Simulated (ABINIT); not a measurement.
Input of an ABINIT 10.8.3 (patched build) run:

Contents of run.abi:

```
ndtset 2

pp_dirpath "./"
pseudos "Mo.GGA_PBE-JTH.xml, S.GGA_PBE-JTH.xml"

acell 3*1.0 Angstrom
rprim
     1.5800000000     0.9122134253     6.1500000000
    -1.5800000000     0.9122134253     6.1500000000
     0.0000000000    -1.8244268506     6.1500000000
ntypat 2
znucl 42 16
natom 3
typat 1 2 2
xred
            0.0            0.0            0.0
   0.4170000000   0.4170000000   0.4170000000
            1/4            1/4            1/4

ecut 15.0
pawecutdg 30.0

ixc 11

nstep 80

iomode 3
prteig 0
prtebands 0
prtwf 0

kptopt1 1
ngkpt1 7 7 7
nshiftk1 1
shiftk1 0.0 0.0 0.0
nband1 17
occopt1 3
tsmear1 0.00183747
tolvrs1 1.0e-10
prtden1 1

positron2 1
ixcpositron2 11
getden2 1
kptopt2 0
nkpt2 1
kpt2 0.0 0.0 0.0
nband2 1
occopt2 2
occ2 1.0
posocc2 1.0
toldfe2 1.0e-7
nline2 10
nnsclo2 2
optforces2 0
optstress2 0
prtden2 0
```

Potentials or basis: JTH PAW PBE v2.0.

Run with:

```console
$ abinit run.abi > log 2>&1
```

Task: Estimate the positron lifetime, core in the independent-particle model.

Result: 222 ps.

Task: What does it give for the positron lifetime?

Result: 221 ps.

Task: What does it give for the largest force?

Result: 0.548 eV/Å.

Task: Estimate the band gap on the k mesh.

Result: 1.06 eV, indirect (least direct gap 2.13 eV).

Forces on the atoms (eV/Å):
```
Mo   0.000  0.000  0.087
S    0.000  0.000  0.461
S    0.000  0.000 -0.548
```

Caveat: the PAW basis is incomplete for the positron; an odd mesh through Γ misses points on the zone boundary, where band edges often lie.
